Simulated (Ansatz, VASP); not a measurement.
# One calculation of NaH, two programs

Contents of INCAR:

```
  PREC = Accurate
  ENCUT = 520
  EDIFF = 1E-6
  ISMEAR = -1
  SIGMA = 0.02
  LREAL = F
  LASPH = T
  NELM = 80
  ALGO = Normal
  ISIF = 2
  LWAVE = F
  LCHARG = F
  GGA = PE
  NBANDS = 11
```

File KPOINTS:

```
Automatic mesh
0
Gamma
  10 10 10
```

The input POSCAR:

```
NaH
1.0
    0.0000000000      2.2558193111      2.3975122873
    2.2558193111      0.0000000000      2.3975122873
    2.2558193111      2.2558193111      0.0000000000
Na H
1 1
Direct
    0.0000000000      0.0000000000      0.0000000000
    0.5000000000      0.5000000000      0.5000000000
```

Input for Ansatz:

```yaml
crystal:
  lattice:
    - [0.0, 2.2558193111, 2.3975122873]
    - [2.2558193111, 0.0, 2.3975122873]
    - [2.2558193111, 2.2558193111, 0.0]
  atoms:
    - { symbol: Na, position: [0.0, 0.0, 0.0] }
    - { symbol: H, position: [0.5, 0.5, 0.5] }
kpoints:
  mp_grid: { grid: [10, 10, 10] }
  band_path:
    path:
      - [0.0, 0.0, 0.0]
      - [0.5, 0.0, 0.5]
      - [0.625, 0.25, 0.625]
      - [0.375, 0.375, 0.75]
      - [0.5, 0.5, 0.5]
      - [0.5, 0.25, 0.75]
    npoints: 1
hamiltonian:
  xc: pbe
scf:
  occupations: { method: fermi_dirac, width: 0.02 }
  n_extra_bands: 4
output:
  forces: true
  stress: true
  eigenvalues: true
```

Change from the starting cell: biaxial_xy strain -5.9%.

Alike in both runs: task single point; functional PBE; k mesh 10 × 10 × 10; occupations fermi-dirac, width 0.02 eV; no spin polarisation.

|  | VASP | Ansatz |
| --- | --- | --- |
| version | VASP 6.6.1 | Ansatz 0.2.0 |
| potentials or method | VASP PAW PBE potentials, release 64 (Na_pv, H) | plane waves, PAW |
| plane-wave cutoff (eV) | 520 | 420 |
| valence electrons in the cell | 8 | 10 |

|  | VASP | Ansatz | Ansatz less VASP |
| --- | --- | --- | --- |
| gap on the k mesh at the Fermi level (eV) | 3.99 | 3.99 | +0.003 |
| pressure (GPa) | 4.6 | 4.6 | +0.01 |
| largest component of the traceless stress (GPa) | 2.23 | 2.21 | -0.021 |

The two sets of potentials don't hold the same shells in valence.

A k mesh can miss the band edges.
